How much of the computed volume and stiffness of a diamond crystal belongs to the density functional, and how much to the basis in which the equations are solved? In this table the choice of functional moves the volume by a few per cent. The PBE row lies about 1% above its close relative PW91, and its basis is the likely cause. Its energy curve nevertheless fits an equation of state to about 0.1 meV per atom, which looks like proof of quality but isn't.

The crystal is carbon with four neighbours per atom, in the 4H stacking of diamond. The equilibrium volume marks the minimum of the energy curve. The bulk modulus measures the resistance to uniform compression there, and the bulk modulus slope tells how fast this resistance grows with pressure.

FLEUR MaX-R8.1 (later development tree); dispersion none, spin orbit no, k mesh a 12, k mesh b 12, k mesh c 4, occupations fermi-dirac, smearing width 0.05 eV, potentials all-electron.

```
functional  equilibrium volume (Å³/atom)  bulk modulus (GPa)  bulk modulus slope
       LDA                         5.513               468.0               3.620
       PBE                         5.759               440.9               3.410
    PBEsol                         5.619               450.5               3.630
      PW91                         5.698               434.0               3.650
        PZ                         5.526               466.2               3.650
    Wigner                         5.683               438.3               3.630
    Xalpha                         5.759               423.1               3.640
```

Five rows share the same basis settings: LDA, PBEsol, Wigner, PW91 and Xalpha. In this order the volume rises and the bulk modulus falls, without exception. That is sound bond physics: a functional that binds less tightly gives longer bonds, and longer bonds are softer. LDA, which is known to overbind, stands at the small and stiff end.

PBE breaks the order. Its volume is larger than that of PW91, yet it is 7 GPa stiffer. It has the same volume as Xalpha and is 18 GPa stiffer. Its bulk modulus slope is 3.41, while the other six rows lie between 3.62 and 3.65. None of this convicts the row, since two functionals may differ in curvature as well as in volume, but it is reason enough to look at how the row was computed.

The method describes the electrons by plane waves between the atoms and by atomic functions inside a sphere around each nucleus. At the sphere's surface the two must join. A wave of wave number K on a sphere of radius R contains angular momenta up to about l = KR, so the expansion inside must reach at least that far. For PBE, KR is 5.9 at the cutoff but the expansion stops at l = 5, and the shortest waves are joined badly. Its separate cutoff for the density and potential is higher than in the other rows, but that doesn't repair the wavefunctions. In the other six rows KR is at most 7.2 and the expansion runs to l = 8.

The lower cutoff also leaves fewer waves. Those allowed fill a sphere of volume 4πK³/3 in wave-number space, and a crystal volume V per atom supplies V/(8π³) of them per unit of that space. The product is the number per atom:

N = V K³ / (6π²)

For PBE, K is 4.5 per bohr and V is 5.67 Å³, which is 38.3 bohr³:

N = 38.3 × 4.5³ / (6π²) ≈ 59

The five matched rows have about 108, so PBE works with 45% fewer plane waves. The estimate has no adjustable constant, but it counts functions and doesn't tell how large the energy error is, or how it changes with volume. It also hides a detail that may matter here: the true number is an integer at each k point. As the cell is scaled, waves enter or leave the basis one group at a time, and in a small basis each such step can leave a mark on the energy.

What an energy error does to the results depends on its shape. If it is the same at every volume, it drops out. If it jumps from one volume to the next, the fit can follow only part of it and the residual grows. If it tilts the curve smoothly, the fit absorbs nearly all of it and reports a shifted minimum with a clean residual. Four parameters fitted to five volumes leave only one way for an error to show itself.

The jumps are easy to see when one energy curve is subtracted from another, as the printed output after this text does with PW91 as the common reference. Two well-converged functionals should differ by a smooth function of volume. Xalpha passes this test: the slope of its difference, in meV per atom for each per cent of volume, changes by about 0.02 with every further per cent, all along the curve. For PBE the corresponding changes are 0.13, 0.05 and 0.14. A smooth difference between functionals would hardly dip and recover like that, and no other row does so nearly as strongly. This isn't a second proof beside the residual, for with five volumes and four parameters both show the same unevenness. But the residual tells which curve is to blame: that of PBE is about sixty times the largest among the matched rows, PW91 included, so the roughness belongs to PBE.

The tilt is the larger matter. Between 94% and 106% of the given cell's volume, the PBE energy falls by 21 meV per atom relative to PW91, nearly two hundred times the residual of the PBE fit. A tilt in this direction pushes the minimum to larger volume. A tilt alone is no sign of a fault, for Xalpha has a similar one and its curve is smooth. The case against PBE's tilt rests on common experience that PBE and PW91 give almost the same volume and stiffness for solids of this kind. The basis is therefore the probable cause of the shift, though only a new run can settle it.

The shift is large enough to mislead. PW91 expands the LDA crystal by 3.4%, which is the usual effect of gradient corrections: they favour an uneven density and so weaken the overbinding. Read from the PBE row, the same effect would be 4.5%, about a third too large if PW91 is the better guide. For a lattice length the excess is a third of the 1.1% in volume, or about 0.4%.

PZ gives a milder warning. Its cutoff is slightly below the common one, its expansion in the sphere is long enough, and its residual is about eight times the largest among the matched rows. It differs from LDA by only 0.013 Å³ per atom and 1.8 GPa. Both are local density functionals, and so small a gap can't be credited to the functional while the basis differs too.

In practice, compare functionals at equal basis settings, as in the five matched rows, or at settings shown to be converged. Before trusting a new row, multiply the sphere radius by the cutoff and make sure that the angular expansion reaches beyond the product. Then raise the cutoff, and the angular expansion with it, and watch the equilibrium volume, not the residual, until it stands still. For PBE the decisive test is a rerun at the common settings. If the basis is to blame, the volume should drop towards that of PW91 and the bulk modulus slope should return to about 3.6.

Numerical output:

```
Basis and fit quality:
     row  sphere radius times cutoff  lmax  estimated plane waves per atom  fit residual (meV/atom)
     LDA                       7.205     8                           107.5                 0.001842
     PBE                       5.895     5                            58.9                    0.111
  PBEsol                       7.205     8                           107.5                 0.001643
    PW91                       7.205     8                           107.5                 0.001087
      PZ                       6.995     8                           98.43                  0.01511
  Wigner                       7.205     8                           107.5                 0.001857
  Xalpha                       7.205     8                           107.5                 0.001845
Energy curve less that of PW91 (slopes in meV/atom per % of volume and their change per %):
     row  slope 94-96  slope 96-100  slope 100-104  slope 104-106  first change  middle change  last change
     LDA        5.545         5.318          5.035           4.85      -0.07583       -0.07063     -0.06167
     PBE         -2.2         -1.82         -1.635          -1.21        0.1267        0.04625       0.1417
  PBEsol          2.3         2.235          2.145           2.09      -0.02167        -0.0225     -0.01833
    PW91            0             0              0              0             0              0            0
      PZ        5.145         4.928          4.692           4.49       -0.0725       -0.05875      -0.0675
  Wigner         0.41         0.415         0.4075           0.42      0.001667      -0.001875     0.004167
  Xalpha       -1.755        -1.687          -1.61          -1.54        0.0225        0.01937      0.02333
Volume of PBE above PW91 (%): 1.071
Bulk modulus of PBE above PW91 (GPa): 6.9
Bulk modulus of PBE above Xalpha (GPa): 17.8
Volume of PBE above LDA (%): 4.462
Volume of PW91 above LDA (%): 3.356
Bulk modulus slope of PBE below the lowest of the other rows: 0.21
Fit residual of PBE over the largest in the matched rows (ratio): 59.8
Fit residual of PZ over the largest in the matched rows (ratio): 8.139
Drift of PBE less PW91 energy from 94 to 106 % volume (meV/atom): -20.64
Plane waves missing in PBE against the matched rows (%): 45.23
Volume of PZ above LDA (angstrom^3/atom): 0.013
Bulk modulus of PZ less LDA (GPa): -1.8
```
